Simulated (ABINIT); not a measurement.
Runs of ABINIT 10.8.3 (patched build) on BeTe. The structure is cubic, space group F-43m (No. 216). The conventional cell has a = 5.540 Å, b = 5.540 Å, c = 5.540 Å, α = 90.00°, β = 90.00°, γ = 90.00°. Around Te (site symmetry -43m) lie 4 Be at 2.40 Å. Around Be (site symmetry -43m) lie 4 Te at 2.40 Å. 

```tsv
task	level	potentials or basis	spin	k mesh	cutoff (eV)	fine-grid cutoff	dispersion computed by	gap on the mesh (eV)	pressure (GPa)	V0 of scaled cells (Å³/atom)	B0 (GPa)
equation of state	PBE+D2	JTH PAW PBE v2.0	off	8 × 8 × 8	517	1034.03 eV	-	-	-	22.20	68
equation of state	revPBE+D3(BJ)	JTH PAW PBE v2.0	off	8 × 8 × 8	517	1034.03 eV	-	-	-	21.33	65
band structure	PBEsol	PseudoDojo NC SR PBEsol v0.4.1 standard	off	8 × 8 × 8	1197	-	-	(c)	(a)	-	-
single point	LDA	JTH PAW LDA v2.0	off	5 × 5 × 5	408	816.342 eV	-	1.90	-	-	-
band structure	SOGGA	JTH PAW PBE v2.0	SOC, no magnetisation	8 × 8 × 8	517	1034.03 eV	-	1.34	1.8	-	-
equation of state	PBEsol+D3(BJ)	JTH PAW PBE v2.0	off	8 × 8 × 8	517	1034.03 eV	simple-dftd3 1.7.0	-	-	(d)	65
band structure	PBEsol	JTH PAW PBE v2.0	SOC, no magnetisation	8 × 8 × 8	517	1034.03 eV	-	1.43	2.5	-	-
band structure	SCAN	JTH PAW PBE v2.0	off	8 × 8 × 8	626	1224.51 eV	-	2.09	3.6	-	-
band structure	PBE	SG15 NC PBE v1.2	off	8 × 8 × 8	1197	-	-	1.87	(b)	-	-
single point	LDA	JTH PAW LDA v2.0	off	10 × 10 × 10	408	816.342 eV	-	1.76	-	-	-
```

Alike in all rows: cell as given; smearing fermi-dirac 0.05 eV.

Q: Fill in the values left out.

A: (a) 2.4; (b) 4.4; (c) 1.75; (d) 21.29.

Caveats: the PAW data sets were made with another functional, which shifts forces and pressure a little (some runs); spin-orbit coupling is left out, which moves the levels of the heavy elements (some runs); pressures at fixed basis lie under the slope of the energies (some runs); an odd mesh through Γ misses points on the zone boundary, where band edges often lie (some runs).

A k mesh can miss the band edges, and rows without SOC leave out spin-orbit coupling on Te.

The runs don't all hold the same shells in valence.
